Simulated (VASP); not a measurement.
# ZrN (Fm-3m) in VASP: notebook, part 3 of 3

VASP 6.6.1. Earlier steps stand in the parts before.

## 4. Relaxation of cell and atoms, PBEsol

Contents of INCAR:

```
SYSTEM = ZrN
ALGO = Fast ; EDIFF = 1E-7
EDIFFG = -0.005 ; ENCUT = 580
GGA = PS ; IBRION = 2
ISIF = 3 ; ISMEAR = 0
LASPH = .True. ; LCHARG = .False.
LREAL = .False. ; LWAVE = .False.
NELM = 100 ; NSW = 90
PREC = Accurate ; SIGMA = 0.1
```

Contents of KPOINTS:

```
k-points
0
Gamma
  16 16 16
  0 0 0
```

Contents of POSCAR:

```
ZrN
1.0
    0.0000000000      2.2942655900      2.2942655900
    2.2942655900      0.0000000000      2.2942655900
    2.2942655900      2.2942655900      0.0000000000
Zr N
1 1
Direct
    0.5000000000      0.5000000000      0.5000000000
    0.0000000000      0.0000000000      0.0000000000
```

Launch:

```console
cat potpaw_PBE.64/Zr_sv/POTCAR potpaw_PBE.64/N/POTCAR > POTCAR
mpirun -np 1 vasp_std > vasp.out
```

Run time: 2.5 min. Hardware: 1 thread of Intel Xeon 6975P-C (Granite Rapids), shared host; peak memory 0.2 GiB.

The run converged. Its results:

| Property | Result |
| --- | --- |
| Free energy | -21.5563 eV |
| Relaxed volume | 11.80 Å³/atom |
| Relaxed cell | a = 3.220 Å, b = 3.220 Å, c = 3.220 Å, α = 60.00°, β = 60.00°, γ = 60.00° |
| Space group after relaxing (to 0.05 Å) | Fm-3m (No. 225) |
| Energy gained by relaxing | 5.1 meV/atom |
| Ionic steps | 4 |
| Pressure after relaxing | 0.0 GPa |
| Band gap on the k mesh | none (metal or under the smearing width) |

Step by step:
```
step  energy change (eV)  largest force (eV/Å)  pressure (GPa)  volume (Å³)
   1              0.0000                0.0000           -5.83        24.15
   2              0.0251                0.0000           12.20        22.65
   3             -0.0101                0.0000           -0.07        23.62
   4             -0.0101                0.0000            0.05        23.60
```

Final structure:
```
CELL_PARAMETERS angstrom
0.00000 2.27678 2.27678
2.27678 0.00000 2.27678
2.27678 2.27678 0.00000
ATOMIC_POSITIONS crystal
Zr 0.50000 0.50000 0.50000
N 0.00000 0.00000 0.00000
```

Levels at points of the mesh, in eV from the Fermi level:
```
           k point  band 6  band 7  band 8  band 9  band 10  band 11  band 12
(0.00, 0.00, 0.00)   -2.65   -2.65   -2.65   -0.42    -0.42    -0.42     3.06
(0.50, 0.00, 0.00)   -7.78   -5.78   -5.78    3.15     3.22     3.22     4.81
(0.50, 0.50, 0.00)   -4.52   -3.60   -3.14   -3.14     3.49     4.73     4.76
```

Caveat: the PAW data sets were made with another functional, which shifts forces and pressure a little.

## 5. Relaxation of cell and atoms, PBEsol

INCAR: that of step 4 with these lines changed.

```diff
@@ -2,3 +2,3 @@
 ALGO = Fast ; EDIFF = 1E-7
-EDIFFG = -0.005 ; ENCUT = 580
+EDIFFG = -0.005 ; ENCUT = 480
 GGA = PS ; IBRION = 2
```

KPOINTS is that of step 4.

POSCAR is that of step 4.

Potentials or basis: VASP PAW PBE potentials, release 64 (Zr_sv, N_s).

Launch:

```console
cat potpaw_PBE.64/Zr_sv/POTCAR potpaw_PBE.64/N_s/POTCAR > POTCAR
mpirun -np 1 vasp_std > vasp.out
```

OUTCAR:

```text
SYSTEM = ZrN
   EDIFF = 1E-7
   EDIFFG = -0.005
   ENCUT = 480
   GGA = PS
   IBRION = 2
   ISIF = 3
   ISMEAR = 0
   LASPH = .True.
   LREAL = .False.
   NELM = 100
   NSW = 90
   PREC = Accurate

 ion  position               nearest neighbor table
   1  0.500  0.500  0.500-   2 2.29   2 2.29   2 2.29   2 2.29   2 2.29   2 2.29
   2  0.000  0.000  0.000-   1 2.29   1 2.29   1 2.29   1 2.29   1 2.29   1 2.29

  LATTYP: Found a face centered cubic cell.
 ALAT       =     4.5885311800

  Lattice vectors:

 A1 = (   0.0000000000,   2.2942655900,   2.2942655900)
 A2 = (   2.2942655900,   0.0000000000,   2.2942655900)
 A3 = (   2.2942655900,   2.2942655900,   0.0000000000)

Analysis of symmetry for initial positions (statically):
=====================================================================
 Subroutine PRICEL returns:
 Original cell was already a primitive cell.

 Routine SETGRP: Setting up the symmetry group for a
 face centered cubic supercell.

 Subroutine GETGRP returns: Found 48 space group operations
 (whereof 48 operations were pure point group operations)
 out of a pool of 48 trial point group operations.

The static configuration has the point symmetry O_h .

Analysis of symmetry for dynamics (positions and initial velocities):
=====================================================================
 Subroutine PRICEL returns:
 Original cell was already a primitive cell.

[... 270 lines left out ...]
  ext. energy  EPLUGINS =         0.00000000
  ---------------------------------------------------
  free energy    TOTEN  =       -21.56136396 eV

  energy without entropy =      -21.55764027  energy(sigma->0) =      -21.55950212

 E-fermi :  12.3714     XC(G=0): -12.7863

 val. band max:       12.3646868259   @ k =  -0.1250   0.0625   0.0000
 cond. band min:      12.3739561104   @ k =  -0.1250   0.0625   0.0000
 fundamental gap:      0.0092692845
 Fermi energy:        12.3713861406

 k-point     1 :       0.0000    0.0000    0.0000
  band No.  band energies     occupation
      1     -37.0152      2.00000
      2     -14.6428      2.00000
      3     -14.6428      2.00000
      4     -14.6428      2.00000
      5      -3.9071      2.00000
      6       9.7185      2.00000
      7       9.7185      2.00000
      8       9.7185      2.00000
      9      11.9542      2.00000
     10      11.9542      2.00000
     11      11.9542      2.00000
     12      15.4351      0.00000
[... 331 lines left out ...]
 k-point    24 :      -0.0625    0.0625    0.0000
  band No.  band energies     occupation
      1     -36.9998      2.00000
      2     -14.7731      2.00000
      3     -14.6734      2.00000
      4     -14.6439      2.00000
      5      -3.6860      2.00000
      6       8.8035      2.00000
      7       9.0289      2.00000
      8       9.3728      2.00000
      9      12.1110      1.99977
     10      12.1478      1.99843
     11      12.5465      0.01326
     12      14.3579      0.00000

 [... further k-points ...]

------------------------ aborting loop because EDIFF is reached ----------------------------------------

  FORCE on cell =-STRESS in cart. coord.  units (eV):
  Direction    XX          YY          ZZ          XY          YZ          ZX
  --------------------------------------------------------------------------------------
  -------------------------------------------------------------------------------------
  Total        0.0062177      0.0062177      0.0062177      0.0000000     -0.0000000      0.0000000
  in kB        0.4218589      0.4218589      0.4218589      0.0000000     -0.0000000      0.0000000
  external PRESSURE =       0.4218589 kB  Pullay stress =       0.0000000 kB
[... 17 lines left out ...]
  FREE ENERGIE OF THE ION-ELECTRON SYSTEM (eV)
  ---------------------------------------------------
  free  energy   TOTEN  =       -21.5613639629 eV

  energy  without entropy=      -21.5576402746  energy(sigma->0) =      -21.55950212

 reached required accuracy - stopping structural energy minimisation
```

CONTCAR:

```text
ZrN
   1.00000000000000
     0.0000000000000000    2.2770897070031100    2.2770897070031100
     2.2770897070031100    0.0000000000000000    2.2770897070031100
     2.2770897070031100    2.2770897070031100    0.0000000000000000
  Zr              N
     1     1
Direct
     0.5000000000000000    0.5000000000000000    0.5000000000000000
     1.0000000000000000    1.0000000000000000    1.0000000000000000

  0.00000000E+00  0.00000000E+00  0.00000000E+00
  0.00000000E+00  0.00000000E+00  0.00000000E+00
```

Wall time 75 s (1 thread of Intel Xeon 6975P-C (Granite Rapids), shared host); peak memory 0.17 GiB.

Results:

```
Free energy                            : -21.5614 eV
Relaxed volume                         : 11.81 Å³/atom
Relaxed cell                           : a = 3.220 Å, b = 3.220 Å, c = 3.220 Å, α = 60.00°, β = 60.00°, γ = 60.00°
Space group after relaxing (to 0.05 Å) : Fm-3m (No. 225)
Energy gained by relaxing              : 4.9 meV/atom
Ionic steps                            : 4
Pressure after relaxing                : 0.0 GPa
Band gap on the k mesh                 : none (metal or under the smearing width)
```

Step by step:
| step | energy change (eV) | largest force (eV/Å) | pressure (GPa) | volume (Å³) |
| --- | --- | --- | --- | --- |
| 1 | 0.0000 | 0.0000 | -5.73 | 24.15 |
| 2 | 0.0243 | 0.0000 | 11.99 | 22.67 |
| 3 | -0.0098 | 0.0000 | -0.07 | 23.62 |
| 4 | -0.0098 | 0.0000 | 0.04 | 23.61 |

Final structure:
```xyz
2
Lattice="0.0000 2.2771 2.2771 2.2771 0.0000 2.2771 2.2771 2.2771 0.0000" Properties=species:S:1:pos:R:3 pbc="T T T"
Zr    2.2771    2.2771    2.2771
N     4.5542    4.5542    4.5542
```

Caveat: the PAW data sets were made with another functional, which shifts forces and pressure a little.

## 6. Relaxation of cell and atoms, RPBE

INCAR: that of step 5 with these lines changed.

```diff
@@ -2,4 +2,4 @@
 ALGO = Fast ; EDIFF = 1E-7
-EDIFFG = -0.005 ; ENCUT = 480
-GGA = PS ; IBRION = 2
+EDIFFG = -0.005 ; ENCUT = 600
+GGA = RP ; IBRION = 2
 ISIF = 3 ; ISMEAR = 0
```

KPOINTS is that of step 5.

POSCAR is that of step 5.

Potentials or basis: VASP PAW PBE potentials, release 64 (Zr_sv, N).

Launch:

```console
cat potpaw_PBE.64/Zr_sv/POTCAR potpaw_PBE.64/N/POTCAR > POTCAR
mpirun -np 1 vasp_std > vasp.out
```

Run time: 2.4 min. Hardware: 1 thread of Intel Xeon 6975P-C (Granite Rapids), shared host; peak memory 0.2 GiB.

It converged, with:

* Free energy: -19.4021 eV
* Relaxed volume: 12.32 Å³/atom
* Relaxed cell: a = 3.267 Å, b = 3.267 Å, c = 3.267 Å, α = 60.00°, β = 60.00°, γ = 60.00°
* Space group after relaxing (to 0.05 Å): Fm-3m (No. 225)
* Energy gained by relaxing: 3.7 meV/atom
* Ionic steps: 3
* Pressure after relaxing: 0.0 GPa
* Band gap on the k mesh: none (metal or under the smearing width)

The path:
| step | energy change (eV) | largest force (eV/Å) | pressure (GPa) | volume (Å³) |
| --- | --- | --- | --- | --- |
| 1 | 0.0000 | 0.0000 | 4.98 | 24.15 |
| 2 | 0.0128 | 0.0000 | -7.43 | 25.49 |
| 3 | -0.0075 | 0.0000 | -0.04 | 24.65 |

Final structure:
```
CELL_PARAMETERS angstrom
0.00000 2.30985 2.30985
2.30985 0.00000 2.30985
2.30985 2.30985 0.00000
ATOMIC_POSITIONS crystal
Zr 0.50000 0.50000 0.50000
N 0.00000 0.00000 0.00000
```

Levels at points of the mesh, in eV from the Fermi level:
| k point | band 5 | band 6 | band 7 | band 8 | band 9 | band 10 | band 11 | band 12 |
| --- | --- | --- | --- | --- | --- | --- | --- | --- |
| (0.00, 0.00, 0.00) | -16.25 | -2.64 | -2.64 | -2.64 | -0.39 | -0.39 | -0.39 | 2.68 |
| (0.50, 0.00, 0.00) | -14.18 | -7.54 | -5.59 | -5.59 | 2.92 | 2.97 | 2.97 | 4.64 |
| (0.50, 0.50, 0.00) | -15.71 | -4.59 | -3.38 | -3.16 | -3.16 | 3.25 | 4.36 | 4.69 |

Caveat: the PAW data sets were made with another functional, which shifts forces and pressure a little.

## 7. Summary

| task | level | potentials or basis | cell | k mesh | cutoff (eV) | mesh quality | gap on the mesh (eV) | pressure (GPa) | relaxed volume (Å³/atom) |
| --- | --- | --- | --- | --- | --- | --- | --- | --- | --- |
| relaxation of cell and atoms | PBEsol | VASP PAW PBE potentials, release 64 (Zr_sv, N) | relaxed | 6 × 6 × 6 | 600 | coarse | none | 0.0 | 11.79 |
| single point | PBEsol | VASP PAW PBE potentials, release 64 (Zr_sv, N) | as given | 16 × 16 × 16 | 520 | not flagged | none | -5.7 | - |
| relaxation of cell and atoms | PBEsol | VASP PAW PBE potentials, release 64 (Zr_sv, N) | relaxed | 16 × 16 × 16 | 580 | not flagged | none | 0.0 | 11.80 |
| relaxation of cell and atoms | PBEsol | VASP PAW PBE potentials, release 64 (Zr_sv, N_s) | relaxed | 16 × 16 × 16 | 480 | not flagged | none | 0.0 | 11.81 |
| relaxation of cell and atoms | RPBE | VASP PAW PBE potentials, release 64 (Zr_sv, N) | relaxed | 16 × 16 × 16 | 600 | not flagged | none | 0.0 | 12.32 |

Alike in all rows: no spin polarisation; smearing gaussian 0.1 eV.

Caveats: some runs use coarse meshes; the PAW data sets were made with another functional, which shifts forces and pressure a little.

Total energies depend on the potentials used, so only differences within one code and one set of settings carry meaning.
